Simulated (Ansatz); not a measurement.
A surface is cut from this relaxed crystal of Ti:

```xyz
3
Lattice="4.5795 0.0000 0.0000 -2.2898 3.9660 0.0000 0.0000 0.0000 2.8322" Properties=species:S:1:pos:R:3 pbc="T T T"
Ti    0.0000    0.0000    0.0000
Ti    0.0000    2.6440    1.4161
Ti    2.2898    1.3220    1.4161
```

Miller indices refer to the conventional cell of P6/mmm (No. 191), a = 4.580 Å, b = 4.580 Å, c = 2.832 Å, α = 90.00°, β = 90.00°, γ = 120.00°.

The (001) slab of 7 planes, 8.5 Å thick with 15 Å of vacuum as cut; outer planes Ti (top) and Ti (bottom).

Level of theory: DFT PBE, scalar-relativistic, plane waves, PAW in Ansatz. Settings: cutoff 420 eV, Γ-centred mesh 9×9×1 on the computed 10-atom cell, Gaussian smearing of 0.10 eV; no spin polarisation. The cell repeats along c with a dipole correction in the vacuum.

Results for the relaxed slab:

For the relaxed slab, the surface energy (mean of both faces) is 1.87 J/m² and the work function is 3.35 eV.

Relaxation lowers the energy by 0.088 J/m² a face; the largest move is 0.163 Å.

```
plane (bottom to top) atoms spacing to next, bulk (Å) relaxed (Å) change (%)
                    1     Ti                      1.416        1.275        -9.9
                    2    Ti2                      1.416        1.379        -2.6
                    3     Ti                      1.416        1.431        +1.0
                    4    Ti2                      1.416        1.431        +1.0
                    5     Ti                      1.416        1.379        -2.6
                    6    Ti2                      1.416        1.275        -9.9
                    7     Ti
```

The reference crystal is a form of Ti, which isn't its usual structure.